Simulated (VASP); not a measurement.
A run of VASP 6.6.1 is set up as follows.

File INCAR:

```
ALGO = Normal
AMIX = 0.2
AMIX_MAG = 0.8
BMIX = 1E-4
BMIX_MAG = 1E-4
EDIFF = 1E-6
ENCUT = 600
GGA = PE
ISIF = 2
ISMEAR = 0
ISPIN = 2
KPAR = 4
LASPH = T
LCHARG = F
LDAU = T
LDAUJ = 0 0
LDAUL = 2 -1
LDAUPRINT = 1
LDAUTYPE = 2
LDAUU = 3.9 0
LMAXMIX = 4
LORBIT = 11
LREAL = F
LWAVE = F
MAGMOM = 5 5 -5 -5 0 0 0 0 0 0 0 0
NELM = 150
PREC = Accurate
SIGMA = 0.03
```

Contents of KPOINTS:

```
k-points
0
Gamma
  6 6 4
```

The input POSCAR:

```
MnF2
1.0
    4.8738000000      0.0000000000      0.0000000000
    0.0000000000      4.8738000000      0.0000000000
    0.0000000000      0.0000000000      6.6214000000
Mn F
4 8
Direct
    0.0000000000      0.0000000000      0.0000000000
    0.5000000000      0.5000000000      0.2500000000
    0.0000000000      0.0000000000      0.5000000000
    0.5000000000      0.5000000000      0.7500000000
    0.3053000000      0.3053000000      0.0000000000
    0.1947000000      0.8053000000      0.2500000000
    0.6947000000      0.6947000000      0.0000000000
    0.8053000000      0.1947000000      0.2500000000
    0.3053000000      0.3053000000      0.5000000000
    0.1947000000      0.8053000000      0.7500000000
    0.6947000000      0.6947000000      0.5000000000
    0.8053000000      0.1947000000      0.7500000000
```

Potentials or basis: VASP PAW PBE potentials, release 64 (Mn_pv, F).

The run is started by

```bash
$ cat potpaw_PBE.64/Mn_pv/POTCAR potpaw_PBE.64/F/POTCAR > POTCAR
$ mpirun -np 4 vasp_std > vasp.out
```

(1) What does it give for the band gap on the k mesh?

(2) What does it give for the largest force?

Answers

(1) 3.35 eV.

(2) 0.070 eV/Å.
